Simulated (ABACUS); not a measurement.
## GaP: equation of state with HCTH407

**Experimental background.**

“Phosphorous dimerization in GaP at high pressure”, 2017, arxiv:1709.06667 reports, for a bulk crystal of GaP: bulk modulus 87.5 ± 0.6 GPa.

GaP:

```
CELL_PARAMETERS angstrom
0.00000 2.72525 2.72525
2.72525 0.00000 2.72525
2.72525 2.72525 0.00000
ATOMIC_POSITIONS crystal
Ga 0.00000 0.00000 0.00000
P 0.75000 0.75000 0.75000
```

```yaml
Program: ABACUS 3.10.1
Task: equation of state
Functional: HCTH407
Potentials_or_basis: PseudoDojo NC SR 0.5 PBE stringent
Cutoff: 1551 eV
Density_cutoff: 6204 eV
Basis: plane waves
k_mesh: 6 × 6 × 6
Occupations: fermi-dirac, width 0.05 eV
Spin: no spin polarisation
Radial_cutoff_of_the_potentials_pseudo_rcut: 10 bohr
SCF_threshold_on_the_density: 1e-08
Max_SCF_steps: 100
Eigensolver: dav
Mixing: broyden
Mixing_share: 0.7
Symmetry_key: 1
Bands: 17
```

```json
{
  "Equilibrium volume": "21.03 Å³/atom",
  "Bulk modulus": "76 GPa",
  "Pressure derivative of the bulk modulus": "3.7 (rough: it moves with the points fitted)"
}
```

Energy against volume, from the lowest point:
| volume (Å³/atom) | energy (meV/atom) |
| --- | --- |
| 19.026 | 51.01 |
| 19.836 | 15.86 |
| 20.645 | 0.00 |
| 21.455 | 0.23 |

All runs of the series together: 16 s on 4 threads of AMD EPYC 9R45 96-Core Processor (Zen 5), on a shared host.

Against the measured bulk modulus of GaP, 87.5 GPa (“Phosphorous dimerization in GaP at high pressure”, 2017, arxiv:1709.06667), the calculated 76 GPa is off by -13.5 %. The fit is for a static lattice scaled at fixed shape and fixed fractional positions.

Caveat: the potentials were made for another functional, which shifts forces and pressure.
